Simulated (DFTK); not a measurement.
# Be2C (Fm-3m) in DFTK: notebook

Aim: see how the results for Be2C move with the level of theory and the settings. Levels: PBEsol, PBE. Tasks: equation of state, single point.

All numbers are computed with DFTK 0.8.2; they aren't measurements. Logs are shortened: lines on timing, memory, paths and dates and some standing lists are left out, and cuts for length are marked.

### 1 The structure

The structure is cubic, space group Fm-3m (No. 225). The conventional cell has a = 4.330 Å, b = 4.330 Å, c = 4.330 Å, α = 90.00°, β = 90.00°, γ = 90.00°. C (site symmetry m-3m) is surrounded by 8 Be at 1.87 Å. Around Be (site symmetry -43m) lie 4 C at 1.87 Å.

### 2 Equation of state, PBEsol

Contents of run.jl:

```julia
using DFTK
using PseudoPotentialData
using Unitful, UnitfulAtomic
using LinearAlgebra, Printf
include("save.jl")
disable_threading()

# lattice vectors are the columns
lattice = austrip(1u"Å") * [           0.0          2.165          2.165;
                    2.165            0.0          2.165;
                    2.165          2.165            0.0]
symbols   = [:C, :Be, :Be]
positions = [[0.0, 0.0, 0.0],
             [0.75, 0.75, 0.75],
             [0.25, 0.25, 0.25]]
pseudopotentials = PseudoFamily("dojo.nc.sr.pbesol.v0_4_1.standard.upf")
elements = Dict(s => ElementPsp(s, pseudopotentials) for s in unique(symbols))
atoms    = [elements[s] for s in symbols]

build_model(lattice, positions; symmetries=true) =
    model_DFT(lattice, atoms, positions;
              functionals=PBEsol(),
              temperature=austrip(0.05u"eV"),
              smearing=Smearing.FermiDirac(),
              symmetries)
Ecut  = 44.0  # hartree
kgrid = [11, 11, 11]
tol   = 1e-6
to_GPa = ustrip(uconvert(u"GPa", 1u"hartree/bohr^3"))

results["points"] = []
for scale in [0.94, 0.96, 0.98, 1.0, 1.02, 1.04, 1.06]
    println("\n=== scale = ", scale)
    model = build_model(cbrt(scale) * lattice, positions)
    basis = PlaneWaveBasis(model; Ecut, kgrid)
    t0 = time()
    scfres = self_consistent_field(basis;
                                   tol,
                                   nbandsalg=AdaptiveBands(model; n_bands_converge=11))
    seconds = time() - t0
    @printf "SCF: %d iterations, %.1f s\n" scfres.n_iter seconds
    forces = compute_forces_cart(scfres)
    stress = compute_stresses_cart(scfres)
    @printf "V = %.5f Å^3  F = %.8f Ha  max force = %.5f eV/Å  p = %.4f GPa\n" ustrip(auconvert(u"Å^3", model.unit_cell_volume)) scfres.energies.total ustrip(auconvert(u"eV/Å", maximum(norm, forces))) (-tr(stress) / 3 * to_GPa)
    push!(results["points"], save_scf!(scfres; forces, stress, d=Dict{String,Any}("seconds" => seconds, "n_matvec" => get(scfres, :n_matvec, 0))))
end

# third-order Birch-Murnaghan fit in x = V^(-2/3)
V = [0.94, 0.96, 0.98, 1.0, 1.02, 1.04, 1.06] * abs(det(lattice))
E = [p["total"] for p in results["points"]]
x = V .^ (-2 / 3)
c = [x .^ 0 x x .^ 2 x .^ 3] \ E
Δ = c[3]^2 - 3c[2] * c[4]
if Δ > 0
    x0 = (-c[3] + sqrt(Δ)) / 3c[4]
    B0 = 4 / 9 * x0^(7 / 2) * (2c[3] + 6c[4] * x0)
    @printf "V0 = %.4f Å^3  B0 = %.2f GPa\n" ustrip(auconvert(u"Å^3", x0^(-3 / 2))) B0 * to_GPa
end
```

Potentials or basis: dojo.nc.sr.pbesol.v0_4_1.standard.upf (PBEsol).

On the command line:

```console
julia --threads=1 run.jl  # save.jl only writes the numbers to a file and isn't shown; printed stress counts tension as positive; times include loading and compiling
```

Log:

```text
=== scale = 0.94
n     Energy            log10(ΔE)   log10(Δρ)   Diag   Δtime
---   ---------------   ---------   ---------   ----   ------
  1   -33.74785652975                   -0.68    4.2    4.96s
  2   -33.79356466739       -1.34       -1.15    2.2    2.91s
  3   -33.79859142344       -2.30       -2.01    2.6    3.47s
  4   -33.79861277805       -4.67       -2.80    2.0    2.95s
  5   -33.79861643548       -5.44       -3.73    2.2    3.07s
  6   -33.79861646321       -7.56       -4.38    3.1    3.42s
  7   -33.79861646423       -8.99       -4.80    2.3    3.09s
  8   -33.79861646433      -10.01       -5.72    1.8    2.80s
  9   -33.79861646433      -11.32       -6.57    3.2    3.54s
SCF: 9 iterations, 30.6 s
V = 19.07794 Å^3  F = -33.79861646 Ha  max force = 0.00000 eV/Å  p = 11.7656 GPa

=== scale = 0.96
n     Energy            log10(ΔE)   log10(Δρ)   Diag   Δtime
---   ---------------   ---------   ---------   ----   ------
  1   -33.74896189766                   -0.68    4.2    6.17s
[... 42 further cycles ...]
  8   -33.79885794252      -10.77       -5.98    1.8    3.63s
  9   -33.79885794252      -11.76       -6.64    3.5    4.77s
SCF: 9 iterations, 41.1 s
V = 21.10751 Å^3  F = -33.79885794 Ha  max force = 0.00000 eV/Å  p = -9.2424 GPa

=== scale = 1.06
n     Energy            log10(ΔE)   log10(Δρ)   Diag   Δtime
---   ---------------   ---------   ---------   ----   ------
  1   -33.74812548222                   -0.70    4.1    6.22s
  2   -33.79378501374       -1.34       -1.21    2.1    4.37s
  3   -33.79783519825       -2.39       -2.04    2.4    4.48s
  4   -33.79784862801       -4.87       -2.85    2.0    4.07s
  5   -33.79785147619       -5.55       -3.74    2.1    3.98s
  6   -33.79785150460       -7.55       -4.51    2.9    4.55s
  7   -33.79785150501       -9.39       -4.94    2.6    5.24s
  8   -33.79785150502      -10.85       -6.06    1.9    3.49s
SCF: 8 iterations, 37.6 s
V = 21.51343 Å^3  F = -33.79785151 Ha  max force = 0.00000 eV/Å  p = -12.4200 GPa
V0 = 20.1049 Å^3  B0 = 205.74 GPa
```

It took 8.4 min on 1 thread of Intel Xeon Platinum 8488C (Sapphire Rapids), shared host; peak memory 1.8 GiB.

Results:

- Equilibrium volume: 6.70 Å³/atom
- Bulk modulus: 206 GPa
- Pressure derivative of the bulk modulus: 3.5

Energy against volume, from the lowest point:
```
volume (Å³/atom)  energy (meV/atom)
           6.359              11.76
           6.495               3.92
           6.630               0.12
           6.765               0.00
           6.901               3.25
           7.036               9.57
           7.171              18.69
```

### 3 Single point, PBEsol, 6.36 Å³/atom (volume scaled by 0.94)

run.jl is that of step 2.

Potentials or basis: dojo.nc.sr.pbesol.v0_4_1.standard.upf (PBEsol).

On the command line:

```console
julia --threads=1 run.jl  # one pass of the loop, scale = 0.94; save.jl only writes the numbers to a file and isn't shown; printed stress counts tension as positive; times include loading and compiling
```

Log:

```text
=== scale = 0.94
n     Energy            log10(ΔE)   log10(Δρ)   Diag   Δtime
---   ---------------   ---------   ---------   ----   ------
  1   -33.74785652975                   -0.68    4.2    4.96s
  2   -33.79356466739       -1.34       -1.15    2.2    2.91s
  3   -33.79859142344       -2.30       -2.01    2.6    3.47s
  4   -33.79861277805       -4.67       -2.80    2.0    2.95s
  5   -33.79861643548       -5.44       -3.73    2.2    3.07s
  6   -33.79861646321       -7.56       -4.38    3.1    3.42s
  7   -33.79861646423       -8.99       -4.80    2.3    3.09s
  8   -33.79861646433      -10.01       -5.72    1.8    2.80s
  9   -33.79861646433      -11.32       -6.57    3.2    3.54s
SCF: 9 iterations, 30.6 s
V = 19.07794 Å^3  F = -33.79861646 Ha  max force = 0.00000 eV/Å  p = 11.7656 GPa
```

Run time: 31 s. Hardware: 1 thread of Intel Xeon Platinum 8488C (Sapphire Rapids), shared host.

Results:

```yaml
Free_energy: -919.7072 eV
Pressure: 11.8 GPa
Band_gap_on_the_k_mesh: 1.20 eV, indirect (least direct gap 4.24 eV)
```

Caveat: an odd mesh through Γ misses points on the zone boundary, where band edges often lie.

### 4 Single point, PBEsol, 6.49 Å³/atom (volume scaled by 0.96)

run.jl is that of step 3.

On the command line:

```console
julia --threads=1 run.jl  # one pass of the loop, scale = 0.96; save.jl only writes the numbers to a file and isn't shown; printed stress counts tension as positive; times include loading and compiling
```

Run time: 40 s. Hardware: 1 thread of Intel Xeon Platinum 8488C (Sapphire Rapids), shared host.

It converged, with:

```
Free energy            : -919.7307 eV
Pressure               : 6.8 GPa
Band gap on the k mesh : 1.19 eV, indirect (least direct gap 4.20 eV)
```

Caveat: an odd mesh through Γ misses points on the zone boundary, where band edges often lie.

### 5 Single point, PBEsol, 6.63 Å³/atom (volume scaled by 0.98)

run.jl is that of step 4.

On the command line:

```console
julia --threads=1 run.jl  # one pass of the loop, scale = 0.98; save.jl only writes the numbers to a file and isn't shown; printed stress counts tension as positive; times include loading and compiling
```

It took 38 s on 1 thread of Intel Xeon Platinum 8488C (Sapphire Rapids), shared host.

Results (log left out):

| Property | Result |
| --- | --- |
| Free energy | -919.7421 eV |
| Pressure | 2.2 GPa |
| Band gap on the k mesh | 1.18 eV, indirect (least direct gap 4.16 eV) |

Caveat: an odd mesh through Γ misses points on the zone boundary, where band edges often lie.

### 6 Single point, PBEsol, 6.77 Å³/atom

run.jl is that of step 5.

Potentials or basis: dojo.nc.sr.pbesol.v0_4_1.standard.upf (PBEsol).

On the command line:

```console
julia --threads=1 run.jl  # one pass of the loop, scale = 1.0; save.jl only writes the numbers to a file and isn't shown; printed stress counts tension as positive; times include loading and compiling
```

Run time: 39 s. Hardware: 1 thread of Intel Xeon Platinum 8488C (Sapphire Rapids), shared host.

Results (log left out):

```yaml
Free_energy: -919.7425 eV
Pressure: -2.0 GPa
Band_gap_on_the_k_mesh: 1.17 eV, indirect (least direct gap 4.12 eV)
```

Caveat: an odd mesh through Γ misses points on the zone boundary, where band edges often lie.

### 7 Single point, PBEsol, 6.90 Å³/atom (volume scaled by 1.02)

run.jl is that of step 6.

On the command line:

```console
julia --threads=1 run.jl  # one pass of the loop, scale = 1.02; save.jl only writes the numbers to a file and isn't shown; printed stress counts tension as positive; times include loading and compiling
```

It took 40 s on 1 thread of Intel Xeon Platinum 8488C (Sapphire Rapids), shared host.

The run converged. Its results:

```
Free energy            : -919.7327 eV
Pressure               : -5.8 GPa
Band gap on the k mesh : 1.16 eV, indirect (least direct gap 4.08 eV)
```

Caveat: an odd mesh through Γ misses points on the zone boundary, where band edges often lie.

### 8 Single point, PBEsol, 7.04 Å³/atom (volume scaled by 1.04)

run.jl is that of step 7.

On the command line:

```console
julia --threads=1 run.jl  # one pass of the loop, scale = 1.04; save.jl only writes the numbers to a file and isn't shown; printed stress counts tension as positive; times include loading and compiling
```

Run time: 41 s. Hardware: 1 thread of Intel Xeon Platinum 8488C (Sapphire Rapids), shared host.

Results (log left out):

```yaml
Free_energy: -919.7138 eV
Pressure: -9.2 GPa
Band_gap_on_the_k_mesh: 1.15 eV, indirect (least direct gap 4.05 eV)
```

Caveat: an odd mesh through Γ misses points on the zone boundary, where band edges often lie.

### 9 Single point, PBEsol, 7.17 Å³/atom (volume scaled by 1.06)

run.jl is that of step 8.

Potentials or basis: dojo.nc.sr.pbesol.v0_4_1.standard.upf (PBEsol).

On the command line:

```console
julia --threads=1 run.jl  # one pass of the loop, scale = 1.06; save.jl only writes the numbers to a file and isn't shown; printed stress counts tension as positive; times include loading and compiling
```

Wall time 38 s (1 thread of Intel Xeon Platinum 8488C (Sapphire Rapids), shared host).

Results (log left out):

```yaml
Free_energy: -919.6864 eV
Pressure: -12.4 GPa
Band_gap_on_the_k_mesh: 1.14 eV, indirect (least direct gap 4.01 eV)
```

Caveat: an odd mesh through Γ misses points on the zone boundary, where band edges often lie.

### 10 Equation of state, PBE

Edit run.jl of step 9 so:

```diff
@@ -15,3 +15,3 @@
              [0.25, 0.25, 0.25]]
-pseudopotentials = PseudoFamily("dojo.nc.sr.pbesol.v0_4_1.standard.upf")
+pseudopotentials = PseudoFamily("dojo.nc.sr.pbe.v0_4_1.standard.upf")
 elements = Dict(s => ElementPsp(s, pseudopotentials) for s in unique(symbols))
@@ -21,3 +21,3 @@
     model_DFT(lattice, atoms, positions;
-              functionals=PBEsol(),
+              functionals=PBE(),
               temperature=austrip(0.05u"eV"),
```

Potentials or basis: dojo.nc.sr.pbe.v0_4_1.standard.upf (PBE).

On the command line:

```console
julia --threads=1 run.jl  # save.jl only writes the numbers to a file and isn't shown; printed stress counts tension as positive; times include loading and compiling
```

Wall time 8.2 min (1 thread of Intel Xeon 6975P-C (Granite Rapids), shared host); peak memory 1.8 GiB.

Results (log left out):

* Equilibrium volume: 6.79 Å³/atom
* Bulk modulus: 202 GPa
* Pressure derivative of the bulk modulus: 3.5

Energy against volume, from the lowest point:
| volume (Å³/atom) | energy (meV/atom) |
| --- | --- |
| 6.359 | 18.81 |
| 6.495 | 8.52 |
| 6.630 | 2.36 |
| 6.765 | 0.00 |
| 6.901 | 1.10 |
| 7.036 | 5.36 |
| 7.171 | 12.51 |

### 11 Single point, PBE, 6.36 Å³/atom (volume scaled by 0.94)

run.jl is that of step 10.

On the command line:

```console
julia --threads=1 run.jl  # one pass of the loop, scale = 0.94; save.jl only writes the numbers to a file and isn't shown; printed stress counts tension as positive; times include loading and compiling
```

Run time: 33 s. Hardware: 1 thread of Intel Xeon 6975P-C (Granite Rapids), shared host.

Results (log left out):

| Quantity | Value |
| --- | --- |
| Free energy | -924.0258 eV |
| Pressure | 14.8 GPa |
| Band gap on the k mesh | 1.30 eV, indirect (least direct gap 4.30 eV) |

Caveat: an odd mesh through Γ misses points on the zone boundary, where band edges often lie.

### 12 Single point, PBE, 6.49 Å³/atom (volume scaled by 0.96)

run.jl is that of step 11.

Potentials or basis: dojo.nc.sr.pbe.v0_4_1.standard.upf (PBE).

On the command line:

```console
julia --threads=1 run.jl  # one pass of the loop, scale = 0.96; save.jl only writes the numbers to a file and isn't shown; printed stress counts tension as positive; times include loading and compiling
```

It took 46 s on 1 thread of Intel Xeon 6975P-C (Granite Rapids), shared host.

Results (log left out):

```yaml
Free_energy: -924.0567 eV
Pressure: 9.6 GPa
Band_gap_on_the_k_mesh: 1.29 eV, indirect (least direct gap 4.25 eV)
```

Caveat: an odd mesh through Γ misses points on the zone boundary, where band edges often lie.

### 13 Single point, PBE, 6.63 Å³/atom (volume scaled by 0.98)

run.jl is that of step 12.

On the command line:

```console
julia --threads=1 run.jl  # one pass of the loop, scale = 0.98; save.jl only writes the numbers to a file and isn't shown; printed stress counts tension as positive; times include loading and compiling
```

It took 43 s on 1 thread of Intel Xeon 6975P-C (Granite Rapids), shared host.

The run converged. Its results:

| Item | Value |
| --- | --- |
| Free energy | -924.0751 eV |
| Pressure | 4.9 GPa |
| Band gap on the k mesh | 1.28 eV, indirect (least direct gap 4.21 eV) |

Caveat: an odd mesh through Γ misses points on the zone boundary, where band edges often lie.

### 14 Single point, PBE, 6.77 Å³/atom

run.jl is that of step 13.

On the command line:

```console
julia --threads=1 run.jl  # one pass of the loop, scale = 1.0; save.jl only writes the numbers to a file and isn't shown; printed stress counts tension as positive; times include loading and compiling
```

It took 37 s on 1 thread of Intel Xeon 6975P-C (Granite Rapids), shared host.

Results (log left out):

```
Free energy            : -924.0822 eV
Pressure               : 0.6 GPa
Band gap on the k mesh : 1.27 eV, indirect (least direct gap 4.17 eV)
```

Caveat: an odd mesh through Γ misses points on the zone boundary, where band edges often lie.

### 15 Single point, PBE, 6.90 Å³/atom (volume scaled by 1.02)

run.jl is that of step 14.

Potentials or basis: dojo.nc.sr.pbe.v0_4_1.standard.upf (PBE).

On the command line:

```console
julia --threads=1 run.jl  # one pass of the loop, scale = 1.02; save.jl only writes the numbers to a file and isn't shown; printed stress counts tension as positive; times include loading and compiling
```

Wall time 34 s (1 thread of Intel Xeon 6975P-C (Granite Rapids), shared host).

It converged, with:

```
Free energy            : -924.0790 eV
Pressure               : -3.3 GPa
Band gap on the k mesh : 1.26 eV, indirect (least direct gap 4.13 eV)
```

Caveat: an odd mesh through Γ misses points on the zone boundary, where band edges often lie.

### 16 Single point, PBE, 7.04 Å³/atom (volume scaled by 1.04)

run.jl is that of step 15.

On the command line:

```console
julia --threads=1 run.jl  # one pass of the loop, scale = 1.04; save.jl only writes the numbers to a file and isn't shown; printed stress counts tension as positive; times include loading and compiling
```

Wall time 35 s (1 thread of Intel Xeon 6975P-C (Granite Rapids), shared host).

The run converged. Its results:

| Quantity | Value |
| --- | --- |
| Free energy | -924.0662 eV |
| Pressure | -6.9 GPa |
| Band gap on the k mesh | 1.25 eV, indirect (least direct gap 4.09 eV) |

Caveat: an odd mesh through Γ misses points on the zone boundary, where band edges often lie.

### 17 Single point, PBE, 7.17 Å³/atom (volume scaled by 1.06)

run.jl is that of step 16.

On the command line:

```console
julia --threads=1 run.jl  # one pass of the loop, scale = 1.06; save.jl only writes the numbers to a file and isn't shown; printed stress counts tension as positive; times include loading and compiling
```

It took 33 s on 1 thread of Intel Xeon 6975P-C (Granite Rapids), shared host.

Results (log left out):

```
Free energy            : -924.0447 eV
Pressure               : -10.1 GPa
Band gap on the k mesh : 1.24 eV, indirect (least direct gap 4.06 eV)
```

Caveat: an odd mesh through Γ misses points on the zone boundary, where band edges often lie.
